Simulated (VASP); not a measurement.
Runs of VASP 6.6.1 on SrO. Symmetry: Fm-3m, No. 225, cubic system. The conventional cell has a = 5.133 Å, b = 5.133 Å, c = 5.133 Å, α = 90.00°, β = 90.00°, γ = 90.00°. Sr (site symmetry m-3m) has 6 O at 2.57 Å as nearest neighbours. O (site symmetry m-3m) has 6 Sr at 2.57 Å as nearest neighbours. 

```tsv
level	potentials or basis	gap on the mesh (eV)	pressure (GPa)
PBEsol	VASP PAW PBE potentials, release 64 (Sr_sv, O)	3.21	0.1
BLYP	VASP PAW PBE potentials, release 64 (Sr_sv, O)	3.45	6.9
LDA	VASP PAW LDA potentials, release 64 (Sr_sv, O)	3.15	(c)
SCAN	VASP PAW PBE potentials, release 64 (Sr_sv, O)	3.78	1.6
RPBE	VASP PAW PBE potentials, release 64 (Sr_sv, O)	3.44	7.0
r2SCAN	VASP PAW PBE potentials, release 64 (Sr_sv, O)	(a)	2.1
TPSS	VASP PAW PBE potentials, release 64 (Sr_sv, O)	3.40	2.7
revPBE	VASP PAW PBE potentials, release 64 (Sr_sv, O)	3.41	6.2
AM05	VASP PAW PBE potentials, release 64 (Sr_sv, O)	3.28	(b)
PW91	VASP PAW PBE potentials, release 64 (Sr_sv, O)	3.32	3.5
```

Alike in all rows: task band structure; no spin polarisation; cell as given; k mesh 9 × 9 × 9; cutoff (eV) 520; smearing fermi-dirac 0.05 eV.

Problem. Estimate the missing entries.

Solution. (a) 3.80; (b) 1.0; (c) -3.1.

Caveats: the PAW data sets were made with another functional, which shifts forces and pressure a little (some runs).

A k mesh can miss the band edges, and the runs leave out spin-orbit coupling on Sr.

Runs at the PBE level aren't shown here.
